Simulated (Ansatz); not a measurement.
# Ba: the cost of one run

Computed with Ansatz 0.2.0 (DFT PBE, scalar-relativistic, plane waves, PAW, unless a step's input says otherwise).

28 further runs of the same task are left out: 28 set aside as unsound or not needed.

## (1) Starting point

It takes space group Fm-3m (No. 225, cubic). Conventional cell: a = 6.345 Å, b = 6.345 Å, c = 6.345 Å, α = 90.00°, β = 90.00°, γ = 90.00°. Ba (site symmetry m-3m) has 12 Ba at 4.49 Å as nearest neighbours.

As a file:

```
Ba
1.0
     0.00000    3.17233    3.17233
     3.17233    0.00000    3.17233
     3.17233    3.17233    0.00000
Ba
1
Direct
  0.00000 0.00000 0.00000
```

It goes back to an entry of the Materials Project, which need not be the stable form.

It is the result of an earlier relaxation at this level (volume 63.85 Å³/atom; gap on the mesh: none (metal)).

## (2) What is varied

The energy is mapped over volume and the cell's shape.

First coordinate, volume per atom: 7 values from 58.74 to 68.96 Å³. Second coordinate, c/a of the conventional cell: 9 values from 0.629 to 1.167.

Nothing else is relaxed (symmetry fixes all fractional coordinates). Energies count from the relaxed crystal. Points are written as (first, second).

## (3) The run at (58.74 Å³, 1.000)

File input.yaml:

```yaml
crystal:
  lattice:
    - [0.0, 3.0853803467, 3.0853803467]
    - [3.0853803467, 0.0, 3.0853803467]
    - [3.0853803467, 3.0853803467, 0.0]
  atoms:
    - { symbol: Ba, position: [0.0, 0.0, 0.0] }
basis:
  ecutwfc: 420
kpoints:
  mp_grid: { grid: [14, 14, 14] }
hamiltonian:
  xc: pbe
scf:
  occupations: { method: gaussian, width: 0.15 }
output:
  forces: true
  stress: true
  eigenvalues: true
```

On the command line:

```
> ansatz run input.yaml --threads 1 --pin off --max-ram 2048MiB --backend cpu --events-out ev --progress --plain --runs-dir out
```

What time and memory should one allow on 1 thread of AMD EPYC 7R43 (Zen 3), shared host?

About 3.3 s, with a peak of 0.48 GiB.
